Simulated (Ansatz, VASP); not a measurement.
Ti in VASP and in Ansatz

```xyz
1
Lattice="-1.6132 1.6132 1.6132 1.6132 -1.6132 1.6132 1.6132 1.6132 -1.6132" Properties=species:S:1:pos:R:3 pbc="T T T"
Ti    0.0000    0.0000    0.0000
```

This isn't the form of Ti at room conditions, which is hcp.

Alike in both runs: task single point; functional LDA; k mesh 12 × 12 × 12; no spin polarisation.

```csv
,VASP,Ansatz
version,VASP 6.6.1,Ansatz 0.2.0
potentials or method,"VASP PAW LDA potentials, release 64 (Ti_sv)","plane waves, PAW"
plane-wave cutoff (eV),520,530
occupations,"gaussian, width 0.1 eV",gaussian
valence electrons in the cell,12,12
```

|  | VASP | Ansatz | Ansatz less VASP |
| --- | --- | --- | --- |
| pressure (GPa) | -6.5 | -6.4 | +0.06 |

Ansatz warned: «stress_scf_threshold_loose».
